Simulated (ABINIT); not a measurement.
Runs of ABINIT 10.8.3 (patched build) on Ba. Symmetry: Im-3m, No. 229, cubic system. Conventional cell: a = 5.013 Å, b = 5.013 Å, c = 5.013 Å, α = 90.00°, β = 90.00°, γ = 90.00°. Ba (site symmetry m-3m) is surrounded by 8 Ba at 4.34 Å. 

```csv
task,level,potentials or basis,cell,k mesh,cutoff (eV),smearing,bands in the sums,broadening (eV),scissor shift (eV),tensor components,cutoff smearing ecutsm (Ha),gap on the mesh (eV),pressure (GPa)
optical spectrum,LDA,PseudoDojo NC SR LDA v0.4.1 standard,as given,"10 × 10 × 10, with 2 shifts",490,methfessel-paxton 0.1 eV,17,0.1,0,[11],-,-,-1.5
positron lifetime,PBEsol,JTH PAW PBE v2.0,cell relaxed at zero pressure by an earlier run,6 × 6 × 6,408,fermi-dirac 0.1 eV,-,-,-,-,0.5,none,0.0
relaxation of cell and atoms,PBEsol,JTH PAW PBE v2.0,relaxed,6 × 6 × 6,408,fermi-dirac 0.05 eV,-,-,-,-,0.5,none,0.0
single point,LDA,PseudoDojo NC SR LDA v0.4.1 standard,as given,6 × 6 × 6,490,fermi-dirac 0.05 eV,-,-,-,-,-,none,(a)
```

Alike in all rows: no spin polarisation.

Estimate the missing entries.

(a) -1.4.

Caveats: this set's barium file shifts pressures by 1 GPa against other sets (some runs); this release of the barium file is off (some runs); this set's barium file shifts pressures by 1.5 GPa and gaps by 0.1 eV against other sets (some runs); the PAW data sets were made with another functional, which shifts forces and pressure a little (some runs); the intraband (Drude) term is left out (some runs); spectra need much finer meshes, so this one isn't converged (some runs); independent-particle spectra lack excitons (some runs).

A k mesh can miss the band edges, and the runs leave out spin-orbit coupling on Ba.

A gap of «none» marks a metal or a gap under the smearing width.

Runs at the PBE level aren't shown here.
